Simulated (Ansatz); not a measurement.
Cl under pressure

Level of theory: DFT PBE, scalar-relativistic, plane waves, PAW in Ansatz. Settings: 420 eV cutoff, 8×8×4 k-mesh, Gaussian smearing of 0.02 eV, no spin polarisation.

Starting point, cell and atoms relaxed:

```
CELL_PARAMETERS angstrom
3.95168 -2.14428 0.00000
3.95168 2.14428 0.00000
0.00000 0.00000 8.34604
ATOMIC_POSITIONS crystal
Cl 0.11323 0.88677 0.10651
Cl 0.61323 0.38677 0.39349
Cl 0.88677 0.11323 0.89349
Cl 0.38677 0.61323 0.60651
```

Cell and atoms are relaxed at each pressure within the symmetry of the start, at zero temperature, so transitions that lower the symmetry aren't seen. The k-mesh given is that at zero pressure and may differ at others. a, b and c are the lengths of the cell vectors above. Gaps are Kohn–Sham gaps over the whole zone.

| P (GPa) | V (Å³/atom) | V/V0 | a (Å) | b (Å) | c (Å) |
| --- | --- | --- | --- | --- | --- |
| 0 | 35.36 | 1.000 | 4.496 | 4.496 | 8.346 |
| 2 | 25.40 | 0.718 | 3.766 | 3.766 | 7.997 |
| 5 | 22.05 | 0.623 | 3.529 | 3.529 | 7.796 |
| 10 | 19.48 | 0.551 | 3.348 | 3.348 | 7.610 |
| 20 | 16.95 | 0.479 | 3.157 | 3.157 | 7.430 |
| 40 | 14.50 | 0.410 | 2.962 | 2.962 | 7.195 |

Question: What bulk modulus and pressure derivative fit these points?

Answer: A third-order Birch–Murnaghan fit gives B0 = 1 GPa and B0' = 11.5.

Question: Which cell vector or vectors give way most up to 40 GPa?

Answer: a and b: the changes are a -34.1 %, b -34.1 %, c -13.8 %.

Question: What does pressure do to the gap?

Answer: The gaps are 2.29 eV at 0 GPa, 2.15 eV at 2 GPa, 2.09 eV at 5 GPa, 1.96 eV at 10 GPa, 1.71 eV at 20 GPa, 1.36 eV at 40 GPa.

Cost: 6 runs of about 4 core-minutes in all, on Arm Neoverse V2 (shared hosts).